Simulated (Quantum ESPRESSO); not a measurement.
Here is a Quantum ESPRESSO 7.5 calculation.

run.py

```python
import numpy as np
from ase.calculators.espresso import Espresso, EspressoProfile
from ase.io import read

atoms = read('Hf.xyz')

input_data = {
    'control': {'calculation': 'scf', 'prefix': 'pwscf', 'outdir': './tmp', 'tprnfor': True, 'tstress': True, 'disk_io': 'nowf'},
    'system': {'ecutwfc': 52.0, 'nbnd': 19, 'occupations': 'smearing', 'smearing': 'mp', 'degauss': 0.01469973, 'vdw_corr': 'grimme-d3', 'dftd3_version': 6},
    'electrons': {'conv_thr': 4e-10, 'electron_maxstep': 120, 'mixing_beta': 0.5},
}
pseudopotentials = {'Hf': '72_Hf_12_2.3_3.0_pbe_n_v1.0.upf'}
profile = EspressoProfile(command='pw.x', pseudo_dir='pseudo')
dft = Espresso(profile=profile, input_data=input_data, pseudopotentials=pseudopotentials, kpts=(10, 10, 5), koffset=(0, 0, 0))
atoms.calc = dft

print(f'energy {atoms.get_potential_energy():.8f} eV')
print('forces (eV/A)')
print(np.round(atoms.get_forces(), 6))
print('stress (eV/A^3, Voigt)')
print(np.round(atoms.get_stress(), 8))
print(f'Fermi level {dft.get_fermi_level():.4f} eV')
```

Contents of Hf.xyz:

```xyz
2
Lattice="3.1967000000 0.0000000000 0.0000000000 -1.5983500000 2.7684234083 0.0000000000 0.0000000000 0.0000000000 5.0578000000" Properties=species:S:1:pos:R:3 pbc="T T T"
Hf     1.5983500002      0.9228078027      3.7933500000
Hf    -0.0000000002      1.8456156056      1.2644500000
```

Potentials or basis: SPMS 1.0 PBE.

Command:

```sh
$ OMP_NUM_THREADS=1 python run.py
```

Task: Estimate the band gap on the k mesh.

Result: None (metal or under the smearing width).

Task: What does it give for the pressure?

Result: -23.4 GPa.

Caveat: so large a pressure means that the cell lies far from this level's equilibrium, or that cutoff or potentials fall short; pairwise dispersion overbinds metals, which lowers pressure and volume. Spin-orbit coupling is left out, which matters for the levels of Hf.
